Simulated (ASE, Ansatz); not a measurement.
## Localised basis functions on 1/2<110> screw dislocation dipole in ZrC (120 atoms)

Wanted: errors and times of a linear-scaling basis for 1/2<110> screw dislocation dipole in ZrC (120 atoms). A setting counts as converged where the r.m.s. difference of forces stays under 1 % of the r.m.s. force.

Main program and level: Ansatz 0.2.0; Kohn-Sham DFT, PBE, PAW (set soft_2), plane waves.

## (1) The starting structure

The cell holds 120 atoms: 60 Zr and 60 C. Its edges and angles: a = 28.188 Å, b = 16.693 Å, c = 3.322 Å, α = 95.7°, β = 90.0°, γ = 90.0°. It derives from ZrC (rock-salt). Rock-salt ZrC (a = 4.698 Å), x, y, z along [001], [110], [1-10], 6 x 5 x 1 period; two opposite 1/2<110> screw dislocations along z, half a cell apart on one glide plane, laid by the isotropic elastic field summed over images, cell tilted by half the Burgers vector; not relaxed, displaced by a Gaussian of 0.02 Å.

What the set-up can't give: The cell is under 6 Å thick along one periodic direction, so every atom has periodic images of itself close by, which move with it and show among its neighbours and in g(r). The host structure and its lattice constant were typed by rule, without a check against the phase diagram.

## (2) Plane-wave single point

This run is the reference for what follows, at a cutoff of 420 eV.

Contents of input.yaml:

```yaml
crystal:
  lattice:
    - [28.188, 0.0, 0.0]
    - [0.0, 16.60994, -1.661]
    - [0.0, 0.0, 3.32199]
  atoms:
    - { symbol: Zr, position: [0.91782, 0.09926, 0.66446] }
    - { symbol: C, position: [0.91591, 0.20104, 0.16062] }
    - { symbol: Zr, position: [0.9179, 0.29908, 0.6719] }
    - { symbol: C, position: [0.91649, 0.40176, 0.14578] }
    - { symbol: Zr, position: [0.91644, 0.49954, 0.64648] }
    - { symbol: C, position: [0.91589, 0.59979, 0.12137] }
    - { symbol: Zr, position: [0.9167, 0.7007, 0.61697] }
    - { symbol: C, position: [0.91748, 0.80109, 0.13277] }
    - { symbol: Zr, position: [0.91731, 0.89918, 0.64027] }
    - { symbol: C, position: [0.916, 0.99968, 0.15882] }
    - { symbol: Zr, position: [0.83284, 0.99952, 0.15626] }
    - { symbol: C, position: [0.83273, 0.09919, 0.68185] }
    - { symbol: Zr, position: [0.83254, 0.20028, 0.20656] }
    - { symbol: C, position: [0.83386, 0.29977, 0.68955] }
    - { symbol: Zr, position: [0.8328, 0.40204, 0.17058] }
    - { symbol: C, position: [0.83288, 0.50023, 0.64069] }
    - { symbol: Zr, position: [0.83342, 0.60074, 0.10437] }
    - { symbol: C, position: [0.83308, 0.69862, 0.598] }
    - { symbol: Zr, position: [0.83319, 0.80071, 0.12029] }
    - { symbol: C, position: [0.83399, 0.90034, 0.64208] }
    - { symbol: Zr, position: [0.74946, 0.10151, 0.7144] }
    - { symbol: C, position: [0.74979, 0.20059, 0.24763] }
    - { symbol: Zr, position: [0.7508, 0.30183, 0.78764] }
    - { symbol: C, position: [0.74901, 0.39826, 0.24048] }
    - { symbol: Zr, position: [0.75011, 0.50105, 0.55519] }
    - { symbol: C, position: [0.74857, 0.59963, 0.02846] }
    - { symbol: Zr, position: [0.75016, 0.70092, 0.54856] }
    - { symbol: C, position: [0.74986, 0.80022, 0.08926] }
    - { symbol: Zr, position: [0.75014, 0.90014, 0.62363] }
    - { symbol: C, position: [0.75027, 0.00015, 0.17651] }
    - { symbol: Zr, position: [0.66752, 0.00022, 0.17808] }
    - { symbol: C, position: [0.66621, 0.10051, 0.74536] }
    - { symbol: Zr, position: [0.66642, 0.20005, 0.31086] }
    - { symbol: C, position: [0.66716, 0.29946, 0.90727] }
    - { symbol: Zr, position: [0.66695, 0.40071, 0.53237] }
    - { symbol: C, position: [0.66679, 0.50089, 0.25342] }
    - { symbol: Zr, position: [0.66648, 0.60004, 0.88886] }
    - { symbol: C, position: [0.66689, 0.70102, 0.47803] }
    - { symbol: Zr, position: [0.66692, 0.79842, 0.05159] }
    - { symbol: C, position: [0.66552, 0.90135, 0.62017] }
    - { symbol: Zr, position: [0.58332, 0.09907, 0.77694] }
    - { symbol: C, position: [0.58473, 0.19776, 0.36492] }
    - { symbol: Zr, position: [0.58449, 0.30041, 0.95426] }
    - { symbol: C, position: [0.58395, 0.39978, 0.57894] }
    - { symbol: Zr, position: [0.58246, 0.50066, 0.21971] }
    - { symbol: C, position: [0.58289, 0.60063, 0.82943] }
    - { symbol: Zr, position: [0.5839, 0.70006, 0.43758] }
    - { symbol: C, position: [0.58326, 0.80105, 0.03257] }
    - { symbol: Zr, position: [0.58371, 0.90017, 0.60949] }
    - { symbol: C, position: [0.58377, 0.00028, 0.19257] }
    - { symbol: Zr, position: [0.49978, 0.99707, 0.19687] }
    - { symbol: C, position: [0.50155, 0.10053, 0.78043] }
    - { symbol: Zr, position: [0.4999, 0.19986, 0.37549] }
    - { symbol: C, position: [0.4992, 0.29938, 0.9726] }
    - { symbol: Zr, position: [0.50018, 0.39964, 0.59365] }
    - { symbol: C, position: [0.49988, 0.50119, 0.20832] }
    - { symbol: Zr, position: [0.50155, 0.59772, 0.81334] }
    - { symbol: C, position: [0.50064, 0.70304, 0.42185] }
    - { symbol: Zr, position: [0.50003, 0.79973, 0.02439] }
    - { symbol: C, position: [0.4998, 0.90082, 0.60368] }
    - { symbol: Zr, position: [0.41576, 0.10038, 0.78255] }
    - { symbol: C, position: [0.41758, 0.19987, 0.36956] }
    - { symbol: Zr, position: [0.41707, 0.30029, 0.97868] }
    - { symbol: C, position: [0.41661, 0.4014, 0.59288] }
    - { symbol: Zr, position: [0.41802, 0.50134, 0.21198] }
    - { symbol: C, position: [0.41551, 0.60073, 0.82335] }
    - { symbol: Zr, position: [0.41724, 0.70126, 0.42216] }
    - { symbol: C, position: [0.41725, 0.79932, 0.02939] }
    - { symbol: Zr, position: [0.41572, 0.89788, 0.5947] }
    - { symbol: C, position: [0.41603, 0.99865, 0.20269] }
    - { symbol: Zr, position: [0.3331, 0.99838, 0.19267] }
    - { symbol: C, position: [0.33292, 0.09851, 0.76956] }
    - { symbol: Zr, position: [0.33378, 0.19948, 0.35911] }
    - { symbol: C, position: [0.33342, 0.30195, 0.95629] }
    - { symbol: Zr, position: [0.33444, 0.40013, 0.57074] }
    - { symbol: C, position: [0.33507, 0.49934, 0.21778] }
    - { symbol: Zr, position: [0.33284, 0.59976, 0.84635] }
    - { symbol: C, position: [0.33348, 0.7008, 0.45758] }
    [... 36 atom lines left out ...]
    - { symbol: Zr, position: [0.99969, 0.40039, 0.15596] }
    - { symbol: C, position: [1.0e-05, 0.4998, 0.63967] }
    - { symbol: Zr, position: [0.00033, 0.59858, 0.13424] }
    - { symbol: C, position: [0.00065, 0.69977, 0.63013] }
    - { symbol: Zr, position: [0.9995, 0.79935, 0.1313] }
    - { symbol: C, position: [0.99987, 0.89946, 0.63765] }
kpoints:
  mp_grid: { grid: [1, 1, 5] }
hamiltonian:
  xc: pbe
scf:
  occupations: { method: fermi_dirac, width: 0.05 }
output:
  forces: true
  stress: true
  populations: true
  dos:
    method: { smearing: { sigma: 0.15 } }
    de: 0.1
    projected: { site_lists: { C: [C], Zr: [Zr] } }
  eigenvalues: true
  write_density: true
  write_potential: true
  volumetric_format: npy
  elf: true
```

Launch:

```console
$ ansatz run input.yaml --threads 32 --pin off --max-ram 143360MiB --backend cuda --events-out ev --progress --plain --runs-dir out
```

Numbers of over 12 decimals in the logs are rounded to 6 here.

Output:

```text
Engine: ansatz 0.2.0, aarch64-unknown-linux-gnu
Pseudopotentials: kind: paw
Pseudopotential: Zr, paw, valence charge 12, recommended cutoff 420 eV (normal), Zr.paw.azcp
Pseudopotential: C, paw, valence charge 4, recommended cutoff 420 eV (normal), C.paw.azcp
[... 5 lines on functional and potentials left out ...]
device memory: the entry about to start is reckoned to put 23.9 GiB on a device that reports 182.5 GiB free
GPU FFT provider: cuFFT
GPU libraries: cuBLAS 13.8.1, cuFFT 12.4.0, cuSOLVER 12.3.2
GPU matrix products: emulated (plane waves: as basis.precision tells), large ones in fixed point in workspaces of 1.00 GiB
Crystal: 120 atoms, lattice volume = 1555.359 Å³
Basis set: ecut = 420 eV, 30513 PW (Γ), exchange–correlation on 384×240×48 points (8 copies of the dense FFT grid, shifted against one another)
Bands: 600, of which v1, the nominal top of the filled ones, is band 480 counted from 1 (479 counted from 0)
Symmetry: 1 space group operations
Space group: P1 (ITA 1), of the structure as read, at distance tolerance 1.2e-4 Å
k-points: 3 of 5 (time reversal used)
[... 5 lines on functional and potentials left out ...]
Initial density: superposition of atomic densities (neutral atoms: chi_scale 0, normalization atom), corrected by the library's trained network
Initial wavefunctions: pseudopotential atomic-orbital guess
GPU buffer pool allocated for 552960 grid points (all kernels)
GPU transforms: local potential and band sums: pruned to the plane-wave sphere, on 192×120×24
Functional: x = pbe(κ = 0.804, μ = 0.219515), c = pbe(β = 0.066725)
SCF iter   1: F=—  HF=-266169.705068 eV  |F-HF|=—  |Δ(HF+E_count)|=         —  Δρ=3.18e-3  dr2=1.44e0  ethr=1.77e-3  ⟨swp⟩=4.0  Hψ=6115  notcnv=0  defer=167
preconditioner: auto → Kerker (q_TF=auto, 2.517 Å⁻¹)  [metal: Δε(μ)=0.121 eV  Ē_g=16.512 eV  σ=0.050 eV  W_gap=0.47  n_scr=446 (ndim 8)  ℏωp=27.3 eV  f_vac=0.000  D(μ)=18.41/eV (n_scr^D=78)]
SCF iter   2: F=—  HF=-266169.635762 eV  |F-HF|=—  |Δ(HF+E_count)|=   6.93e-2  Δρ=1.70e-3  dr2=5.90e-1  ethr=1.50e-4  ⟨swp⟩=1.0  Hψ=2070  notcnv=0  defer=242
SCF iter   3: F=—  HF=-266169.611278 eV  |F-HF|=—  |Δ(HF+E_count)|=   2.45e-2  Δρ=8.26e-4  dr2=1.28e-1  ethr=6.15e-5  ⟨swp⟩=1.3  Hψ=1530  notcnv=0  defer=242
SCF iter   4: F=—  HF=-266169.604848 eV  |F-HF|=—  |Δ(HF+E_count)|=   6.43e-3  Δρ=3.65e-4  dr2=1.43e-2  ethr=1.34e-5  ⟨swp⟩=2.0  Hψ=1732  notcnv=0  defer=242
SCF iter   5: F=—  HF=-266169.603858 eV  |F-HF|=—  |Δ(HF+E_count)|=   9.91e-4  Δρ=1.37e-4  dr2=1.25e-3  ethr=1.49e-6  ⟨swp⟩=2.0  Hψ=1695  notcnv=0  defer=242
SCF iter   6: F=—  HF=-266169.603888 eV  |F-HF|=—  |Δ(HF+E_count)|=   3.04e-5  Δρ=4.87e-5  dr2=1.25e-4  ethr=1.30e-7  ⟨swp⟩=2.0  Hψ=2230  notcnv=0  defer=242
SCF iter   7: F=—  HF=-266169.605598 eV  |F-HF|=—  |Δ(HF+E_count)|=   1.71e-3  Δρ=1.82e-5  dr2=2.73e-5  ethr=1.30e-8  ⟨swp⟩=2.0  Hψ=2433  notcnv=0  defer=244
SCF iter   8: F=—  HF=-266169.605999 eV  |F-HF|=—  |Δ(HF+E_count)|=   4.01e-4  Δρ=6.29e-6  dr2=3.86e-6  ethr=2.84e-9  ⟨swp⟩=2.0  Hψ=2616  notcnv=0  defer=244
SCF iter   9: F=—  HF=-266169.605999 eV  |F-HF|=—  |Δ(HF+E_count)|=   4.95e-8  Δρ=3.38e-6  dr2=7.89e-7  ethr=4.02e-10  ⟨swp⟩=2.0  Hψ=1721  notcnv=0  defer=244
SCF iter  10: F=—  HF=-266169.605999 eV  |F-HF|=—  |Δ(HF+E_count)|=   5.48e-8  Δρ=1.24e-6  dr2=1.63e-7  ethr=8.22e-11  ⟨swp⟩=2.0  Hψ=2232  notcnv=0  defer=244
SCF iter  11: F=-266169.605999 eV  HF=-266169.605999 eV  |F-HF|=2.88e-8  |Δ(HF+E_count)|=   3.26e-9  Δρ=4.10e-7  dr2=3.05e-8  ethr=1.04e-11  ⟨swp⟩=14.3  Hψ=10909  notcnv=0
SCF 1 converged in 11 iterations: F = -266169.605999 eV  dr2 = 3.05e-8
  greatest PAW one-centre occupation: 0.996 electrons in one spin orbital (limit 2), on the Zr atom at site 24 (counted from 0), in its partial waves of l = 0
SCF converged after 11 iterations
Free energy (F): -266169.605999 eV
Harris-Foulkes:  -266169.605999 eV  (|F-HF|=2.88e-8)
Internal energy: -266169.446986 eV  (E = F + TS)
E sigma→0 (E₀):  -266169.526492 eV
Entropy (-TS):   -0.159013 eV (-1.325 meV/atom)
Fermi energy:    14.894490 eV
--- Per-component energies (eV) ---
  E_band       = -2885.111504
  E_kinetic    = 25429.802644
  E_local      = -36092.879629  (includes V_loc(G=0)·N_el)
  E_nonlocal   = 6284.439913
  E_hartree    = 10908.569958
  E_xc         = -12702.665011
  E_vxc        = -15188.622252  (∫ρ·V_xc dr)
  E_paw        = -183128.567121  (= ΣΔE_a)
  E_vpaw       = -5134.993218  (= ΣTr[D̂ρ^β])
  E_aug_tail   = 0.001810  (compensation charges beyond the density's cutoff)
  E_ewald      = -76868.149549
  E_smearing   = -0.159013  (= −TS)
  E_closure    = -0.000000  (closes the sum)
  Σ components = -266169.605999   (vs F -266169.605999, Δ=0.00e0)
--- Forces (eV/Å), atoms counted from 1 ---
[... 120 lines of forces left out ...]
  max |Σ_I F_I| component: 3.94e-6 eV/Å
--- Stress (GPa, compression-positive) ---
        3.487589       0.126862       0.059172
        0.126862      11.086238       0.162162
        0.059172       0.162162       4.380945
  P = ⅓ Tr σ = 6.3183 GPa (63.183 kbar)
--- Band table (eV) ---
[... left out ...]
--- Löwdin populations: 120 sites ---
  site symbol       q [e]
[... 120 lines, one an atom, left out ...]
  spilling = 0.002700 (of n_electrons = 960.000000)
```

Run time: 3.5 s. Hardware: 1 × NVIDIA GB200 with 32 threads of Arm Neoverse V2, shared host; peak memory 2.6 GiB; 13 s of CPU time.

In the SCF lines HF is the Harris–Foulkes energy and dr2 the Hartree energy of the density residual, in eV; the loop may stop once dr2 is under the threshold and the program's other checks hold. Hψ counts applications of the Hamiltonian.

That memory is the host's; the program planned up to 23.9 GiB on the GPU. Forces of this run were stored rounded, and per-atom blocks of the log weren't kept.

The run gave:

- free energy: -266169.6060 eV
- free energy per atom: -2218.0801 eV/atom
- SCF cycles: 11
- pressure: 6.318 GPa
- r.m.s. force component: 0.7114 eV/Å
- longest force: 5.289 eV/Å
- Fermi energy: 14.89 eV
- levels partly filled by over 2 per cent: 13
- spilling of the projection: 0.0027

The r.m.s. force component of 0.71 eV/Å and the pressure of 6.3 GPa set the scale for the differences below.

## (3) Support functions low

With localised support functions most steps grow linearly with size, though the diagonalisation grows faster unless the density matrix is cut; this run measures error and cost at this size. The level low gives here a grid of 144×90×18 points and a radius of 3.64 Å.

This step: Kohn-Sham DFT, PBE, PAW (set soft_2), localised support functions (low) (Ansatz 0.2.0).

input.yaml, the sections that differ from step 2:

```yaml
scf:
  occupations: { method: fermi_dirac, width: 0.05 }
  eigensolver: { kind: { support_functions: { accuracy: low } } }
  max_iter: 150
output:
  forces: true
  eigenvalues: true
# crystal, kpoints, hamiltonian: as in step 2
```

Output:

```text
Warning: scf.eigensolver.kind.support_functions: disabling space-group detection — the functions' gradient is summed over unrotated k-points, so no spatial operation reduces the k-mesh or symmetrises the density; time reversal is kept, so that k and −k are solved as one point where they differ and the mesh holds both, and exact exchange and, on two spinor components, a DFT+U term hold to it where the run has them: [...]
settings of this run that can trade accuracy for cost: scf.eigensolver.kind.support_functions; scf.eigensolver.kind.support_functions.accuracy: low [...]
[...]
GPU FFT provider: cuFFT
GPU libraries: cuBLAS 13.8.1, cuFFT 12.4.0, cuSOLVER 12.3.2
[...]
Crystal: 120 atoms, lattice volume = 1555.359 Å³
Basis set: ecut = 420 eV, 30513 PW (Γ), exchange–correlation on 384×240×48 points (8 copies of the dense FFT grid, shifted against one another)
Bands: 576, of which v1, the nominal top of the filled ones, is band 480 counted from 1 (479 counted from 0)
Symmetry: 1 space group operations
k-points: 3 of 5 (time reversal used)
[...]
GPU buffer pool allocated for 552960 grid points (all kernels)
Eigensolver: Support functions (low, 144×90×18 points, laid for a spacing of at most 0.228497 Å, radius 3.641060 Å, 2 species' potentials softened for the grid, 2 wholly corrected for its errors in the mean over positions, 2 with the egg-box correction, energy correction by stochastic trace)
[...]
SCF iter   1: F=—  HF=-266169.111072 eV  |F-HF|=—  |Δ(HF+E_count)|=         —  Δρ=9.76e-2  dr2=2.09e2  ethr=1.00e-1
[...]
SCF iter   8: F=—  HF=-266169.743686 eV  |F-HF|=—  |Δ(HF+E_count)|=   1.28e-2  Δρ=8.40e-5  dr2=1.26e-4  ethr=7.62e-8
SCF iter   9: F=-266169.751493 eV  HF=-266169.751501 eV  |F-HF|=7.97e-6  |Δ(HF+E_count)|=   7.81e-3  Δρ=1.65e-5  dr2=1.03e-5  ethr=1.32e-8
SCF 1 converged in 9 iterations: F = -266169.806077 eV  dr2 = 1.03e-5
[...]
SCF converged after 9 iterations
Stability not checked: this state was not tested for a lower state beside it, because the mixer in use, unlike msr1, does not test its closes by its own steps (another_mixer; see scf.mixing.algorithm and scf.lower_state_search)
Free energy (F): -266169.806077 eV
[...]
Internal energy: -266169.647295 eV  (E = F + TS)
E sigma→0 (E₀):  -266169.726686 eV
Entropy (-TS):   -0.158782 eV (-1.323 meV/atom)
Fermi energy:    14.894364 eV
[...]
Σ components = -266169.806077   (vs F -266169.806077, Δ=0.00e0)
--- Forces (eV/Å), atoms counted from 1 ---
[... 120 lines of forces left out ...]
  max |Σ_I F_I| component: 1.04e-2 eV/Å
--- Band table (eV) ---
[... left out ...]
```

The job ended after 5.6 s (1 × NVIDIA GB200 with 32 threads; peak memory 1.5 GiB).

That memory is the host's; the program planned up to 5.9 GiB on the GPU.

The program notes that the band table was not solved further than the SCF left it and it switched symmetry off.

Keys that differ from the reference: support_functions.accuracy = "low" and scf.max_iter = 150.

Forces differ from the reference by 0.61 meV/Å r.m.s., 0.085 % of their size, well within a tolerance of 1 %; the energy by -1.7 meV/atom.

## (4) Support functions medium

The level medium is asked for. Here it resolves to the same grid and radius as in the run with support functions low, so the basis is not new.

This step: Kohn-Sham DFT, PBE, PAW (set soft_2), localised support functions (medium) (Ansatz 0.2.0).

input.yaml, the sections that differ from step 3:

```yaml
scf:
  occupations: { method: fermi_dirac, width: 0.05 }
  eigensolver: { kind: { support_functions: { accuracy: medium } } }
  max_iter: 150
# crystal, kpoints, hamiltonian, output: as in step 3
```

Output:

```text
[...]
GPU FFT provider: cuFFT
GPU libraries: cuBLAS 13.8.1, cuFFT 12.4.0, cuSOLVER 12.3.2
[...]
Crystal: 120 atoms, lattice volume = 1555.359 Å³
Basis set: ecut = 420 eV, 30513 PW (Γ), exchange–correlation on 384×240×48 points (8 copies of the dense FFT grid, shifted against one another)
Bands: 576, of which v1, the nominal top of the filled ones, is band 480 counted from 1 (479 counted from 0)
Symmetry: 1 space group operations
k-points: 3 of 5 (time reversal used)
[...]
GPU buffer pool allocated for 552960 grid points (all kernels)
Eigensolver: Support functions (medium, 144×90×18 points, laid for a spacing of at most 0.228497 Å, radius 3.641060 Å, 2 species' potentials softened for the grid, 2 wholly corrected for its errors in the mean over positions, 2 with the egg-box correction, energy correction by stochastic trace)
[...]
SCF iter   1: F=—  HF=-266169.111072 eV  |F-HF|=—  |Δ(HF+E_count)|=         —  Δρ=9.76e-2  dr2=2.09e2  ethr=1.00e-1
[...]
SCF iter   9: F=—  HF=-266169.751501 eV  |F-HF|=—  |Δ(HF+E_count)|=   7.81e-3  Δρ=1.65e-5  dr2=1.03e-5  ethr=1.32e-8
SCF iter  10: F=-266169.756907 eV  HF=-266169.756907 eV  |F-HF|=8.46e-7  |Δ(HF+E_count)|=   5.41e-3  Δρ=5.78e-6  dr2=1.19e-6  ethr=1.08e-9
SCF 1 converged in 10 iterations: F = -266169.806241 eV  dr2 = 1.19e-6
[...]
SCF converged after 10 iterations
[...]
Free energy (F): -266169.806241 eV
[...]
Internal energy: -266169.647427 eV  (E = F + TS)
E sigma→0 (E₀):  -266169.726834 eV
Entropy (-TS):   -0.158814 eV (-1.323 meV/atom)
Fermi energy:    14.894354 eV
[...]
Σ components = -266169.806241   (vs F -266169.806241, Δ=0.00e0)
--- Forces (eV/Å), atoms counted from 1 ---
[... 120 lines of forces left out ...]
  max |Σ_I F_I| component: 1.20e-2 eV/Å
--- Band table (eV) ---
[... left out ...]
```

The job ended after 5.8 s (1 × NVIDIA GB200 with 32 threads; peak memory 1.5 GiB).

That memory is the host's; the program planned up to 5.9 GiB on the GPU.

Keys that differ from the reference: support_functions.accuracy = "medium" and scf.max_iter = 150.

Forces differ from the reference by 0.54 meV/Å r.m.s., 0.076 % of their size, well within a tolerance of 1 %; the energy by -1.7 meV/atom.

(Part 1 of 3 ends here.)

[Logs are printed without paths, hosts, clocks, repeated set-up lines and the standing remarks that a program may print on its own settings, such as how far it seeks lower states.]

[Hosts, paths, dates, database ids (printed as entryN), source tags and the programs' standing remarks are cut or masked in the printed files.]
